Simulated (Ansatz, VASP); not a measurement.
One calculation of CaF2 (Fluorite), two programs

```
CELL_PARAMETERS angstrom
0.00000 2.72738 2.72738
2.72738 0.00000 2.72738
2.72738 2.72738 0.00000
ATOMIC_POSITIONS crystal
Ca 0.00000 0.00000 0.00000
F 0.25000 0.25000 0.25000
F 0.75000 0.75000 0.75000
```

Alike in both runs: task single point; functional PBE; k mesh 8 × 8 × 8; occupations gaussian, width 0.02 eV; no spin polarisation.

|  | VASP | Ansatz |
| --- | --- | --- |
| version | VASP 6.6.1 | Ansatz 0.2.0 |
| potentials or method | VASP PAW PBE potentials, release 64 (Ca_sv, F) | scalar-relativistic, plane waves, PAW |
| plane-wave cutoff (eV) | 520 | 420 |
| valence electrons in the cell | 24 | 24 |

```tsv
	VASP	Ansatz	Ansatz less VASP
gap on the k mesh at the Fermi level (eV)	7.30	7.32	+0.023
least direct gap on the mesh (eV)	7.56	7.58	+0.022
pressure (GPa)	2.8	2.6	-0.27
```

A k mesh can miss the band edges.
